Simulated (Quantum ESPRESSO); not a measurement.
Crystal: AlNi.

```
Ni Al
1.0
     2.88100    0.00000    0.00000
     0.00000    2.88100    0.00000
     0.00000    0.00000    2.88100
Ni Al
1 1
Direct
  0.50000 0.50000 0.50000
  0.00000 0.00000 0.00000
```

| Property | Result |
| --- | --- |
| Program | Quantum ESPRESSO 7.5 |
| Task | phonons |
| Functional | RPBE |
| Potentials or basis | SPMS 1.0 PBE |
| Cutoff | 952 eV |
| Density cutoff | 3810 eV |
| k mesh | 6 × 6 × 6 |
| Occupations | cold, width 0.136 eV |
| Spin | collinear spin, ferromagnetic start |
| Starting moments | [1.0, 0.0] μB |
| Mixing beta | 0.3 |
| Most SCF iterations | 120 |
| SCF threshold | 4e-10 Ry |

The cell and the atoms were relaxed first, to 12.39 Å³/atom (a = 2.916 Å, b = 2.916 Å, c = 2.916 Å, α = 90.00°, β = 90.00°, γ = 90.00°), and the response was taken there.

At Γ the optical frequencies are 283 283 283 cm⁻¹, at a pressure of 0.0 GPa.

Task: How do the modes respond when the cell is scaled evenly, at fixed shape?

Result: The highest mode has a Grüneisen parameter of 2.02 and moves by +3.8 cm⁻¹ per GPa. None of the listed modes softens on compression. The pressures give a bulk modulus of about 148 GPa.

Frequencies at 99 % and 101 % of the volume (pressures 1.5 and -1.4 GPa), ions relaxed:
```csv
mode,99 % (cm⁻¹),101 % (cm⁻¹),Grüneisen parameter
4,288.3,276.9,2.02
5,288.3,276.9,2.02
6,288.3,276.9,2.02
```

Modes are matched by their order; those that don't vary smoothly over the three volumes are left out.

Caveat: the k mesh is coarse (spacing up to 0.36 Å⁻¹), so the values aren't converged; the mesh is thin for the phonons of a metal; the potentials were made for another functional, which shifts forces and pressure.
